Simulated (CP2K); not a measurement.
# Pb under changes of volume

One of the cells (30.323 Å³/atom); the others are scaled copies at fixed shape and fractional positions:

```xyz
1
Lattice="3.5002 0.0000 0.0000 1.7501 3.0313 0.0000 1.7501 1.0104 2.8579" Properties=species:S:1:pos:R:3 pbc="T T T"
Pb    0.0000    0.0000    0.0000
```

```yaml
Program: CP2K 2026.2
Functional: r2SCAN
Potentials_or_basis: POTENTIAL_UZH Pb GTH-SCAN-q4; TZVP-MOLOPT-SCAN-GTH basis
Density_cutoff: 9184 eV
k_mesh: 9 × 9 × 9
Occupations: fermi-dirac, width 0.01 eV
Spin: no spin polarisation
```

| volume (Å³/atom) | energy over the lowest point (meV/atom) | pressure (GPa) |
| --- | --- | --- |
| 28.503 | ? | ? |
| 29.110 | 6.22 | 1.9 |
| 29.716 | 1.05 | 0.8 |
| 30.323 | 0.00 | -0.2 |
| 30.929 | 2.61 | -1.1 |
| 31.535 | 8.49 | -2.0 |
| 32.142 | 17.29 | -2.7 |

**Question.** What does the run at 28.503 Å³/atom give?

**Answer.** Energy over the lowest point 15.26 meV/atom; pressure 2.9 GPa.

Worked out: A Birch-Murnaghan fit of order 3 (a polynomial in V^(-2/3)) to the other rows has its minimum at 30.18 Å³/atom with B0 = V·E''(V) = 49 GPa and B' = 4.8. It gives 16.03 meV/atom at 28.503 Å³/atom, against the run's 15.26, and -dE/dV = 3.2 GPa, against 2.9.

Energies are extrapolated to zero smearing.

Caveats: the basis of atomic orbitals isn't converged, which shifts pressures, moduli and gaps.
